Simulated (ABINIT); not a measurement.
The system is W.

```xyz
1
Lattice="-1.5823 1.5823 1.5823 1.5823 -1.5823 1.5823 1.5823 1.5823 -1.5823" Properties=species:S:1:pos:R:3 pbc="T T T"
W     0.0000    0.0000    0.0000
```

Base run:

```yaml
Program: ABINIT 10.8.3 (patched build)
Functional: AM05
Potentials_or_basis: JTH PAW PBE v2.0
Cutoff: 435 eV
k_mesh: 12 × 12 × 12
Occupations: fermi-dirac, width 0.05 eV
Spin: spin-orbit coupling, no magnetisation
```

Its results: band gap on the k mesh none (metal or under the smearing width); pressure -4.0 GPa.

**Question.** After a change of settings the same cell gave: band gap on the k mesh none (metal or under the smearing width); pressure -7.0 GPa. Which change was it?
A. functional from AM05 to HCTH407
B. functional from AM05 to BLYP; spin from spin-orbit coupling, no magnetisation to no spin polarisation
C. spin from spin-orbit coupling, no magnetisation to no spin polarisation
D. functional from AM05 to BLYP

**Answer.** A.

Caveats: the PAW data sets were made with another functional, which shifts forces and pressure a little.
